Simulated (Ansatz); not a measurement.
**P interstitial in BP**

Level of theory: Ansatz 0.2.0, DFT PBE, scalar-relativistic, plane waves, PAW. Settings: 420 eV cutoff, 2×2×2 k-mesh, shifted by half a step, Gaussian smearing of 0.01 eV, collinear spin in charge 0, +2 alone.

Host crystal, relaxed:

```cif
data_structure
_symmetry_space_group_name_H-M 'P 1'
_symmetry_Int_Tables_number 1
_cell_length_a 3.2161
_cell_length_b 3.2161
_cell_length_c 3.2161
_cell_angle_alpha 60.000
_cell_angle_beta 60.000
_cell_angle_gamma 60.000
_cell_volume 23.52
loop_
_atom_site_label
_atom_site_type_symbol
_atom_site_fract_x
_atom_site_fract_y
_atom_site_fract_z
_atom_site_occupancy
B1 B 0.00000 0.00000 0.00000 1
P1 P 0.25000 0.25000 0.25000 1
```

Supercell of 32 atoms, rows in host cell vectors: -1 -1 -1; 3 -1 -1; -1 -1 3. Atoms relax at the host's cell from a start displaced at random by 0.06 Å near the defect, so other minima may exist. The cell is small, so energies carry finite-size errors of tenths of an eV. The host's Kohn–Sham gap is 1.25 eV. Atoms are taken from and returned to the elements' standard states. Charged cells are corrected for image charges with the computed static dielectric tensor (mean 9.3) and aligned with the host's potential at far atoms (alignment terms reach 0.84 eV). No band-filling term is added, and the Fermi level counts from the host's valence band top.

Starting moments were lost in some runs.

Defect: P interstitial at (0.500, 0.500, 0.500) of the host cell.

(1) What is the formation energy of the neutral defect?

(2) Does the neutral defect carry a moment, and how do its surroundings relax?

(3) Charges +3, +2, +1, 0 were computed. Which is stable where in the gap?

Answers

(1) 7.07 eV.

(2) It adds no moment. The nearest neighbours before are 4 P at 1.97 Å, 6 B at 2.27 Å; after relaxation the atoms near the site are 1 B at 1.85 Å, 1 B at 1.92 Å, 1 P at 1.99 Å; the largest move is 1.19 Å.

(3) Among the charges computed the stable one is 0 at the valence band top and stays so across the gap. In charge +3, +2 the extra carrier would gain by moving to a band edge of the host, so it isn't bound in the gap. In charge +2, +1, 0 the cell has partly filled bands: a level of the defect may be part filled, the carrier may sit in the host's bands, or levels may cross between the k points, so transitions that involve it are doubtful. Other sites of the defect weren't tried. Levels between neighbouring charges: (+3/+2) -1.46 eV, (+2/+1) -0.69 eV, (+1/0) -0.16 eV.